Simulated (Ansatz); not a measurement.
**Al under changes of volume**

One of the cells (16.603 Å³/atom); the others are scaled copies at fixed shape and fractional positions:

```xyz
1
Lattice="0.0000 2.0248 2.0248 2.0248 0.0000 2.0248 2.0248 2.0248 0.0000" Properties=species:S:1:pos:R:3 pbc="T T T"
Al    0.0000    0.0000    0.0000
```

| Item | Value |
| --- | --- |
| Program | Ansatz 0.2.0 |
| Functional | LDA |
| Potentials or basis | all-electron LAPW, scalar-relativistic |
| Cutoff | 131 eV (chosen from the basis error) |
| Basis error allowed | 0.001 eV/atom |
| k mesh | 11 × 11 × 11 |
| Occupations | fermi-dirac, width 0.05 eV |
| Spin | no spin polarisation |

| volume (Å³/atom) | energy over the lowest point (meV/atom) | pressure (GPa) |
| --- | --- | --- |
| 15.607 | 0.62 | 1.2 |
| 15.939 | 0.00 | -0.6 |
| 16.271 | 2.94 | -2.2 |
| 16.603 | 9.06 | -3.6 |
| 16.935 | ? | ? |
| 17.267 | 29.45 | -6.1 |
| 17.599 | 43.14 | -7.1 |

What does the run at 16.935 Å³/atom give?

Energy over the lowest point 18.00 meV/atom; pressure -4.9 GPa.

Worked out: A Birch-Murnaghan fit of order 3 (a polynomial in V^(-2/3)) to the other rows has its minimum at 15.83 Å³/atom with B0 = V·E''(V) = 85 GPa and B' = 4.6. It gives 18.00 meV/atom at 16.935 Å³/atom, against the run's 18.00, and -dE/dV = -4.9 GPa, against -4.9.

Energies are extrapolated to zero smearing.
